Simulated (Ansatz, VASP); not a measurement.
## LiF in VASP and in Ansatz

```xyz
2
Lattice="0.0000 2.0140 2.0140 2.3161 0.0000 2.0140 2.3161 2.0140 0.0000" Properties=species:S:1:pos:R:3 pbc="T T T"
Li    0.0000    0.0000    0.0000
F     2.3161    2.0140    2.0140
```

Change from the starting cell: strain +0.1500 x Voigt [1, 0, 0, 0, 0, 0], atoms carried along.

Alike in both runs: task single point; functional PBE; k mesh 10 × 10 × 10; occupations gaussian, width 0.05 eV; no spin polarisation.

```csv
,VASP,Ansatz
version,VASP 6.6.1,Ansatz 0.2.0
potentials or method,"VASP PAW PBE potentials, release 64 (Li_sv, F)","scalar-relativistic, plane waves, PAW"
plane-wave cutoff (eV),520,420
valence electrons in the cell,10,10
```

```csv
,VASP,Ansatz,Ansatz less VASP
gap on the k mesh at the Fermi level (eV),7.84,7.84,+0.003
least direct gap on the mesh (eV),7.84,7.84,+0.003
```

 A k mesh can miss the band edges.
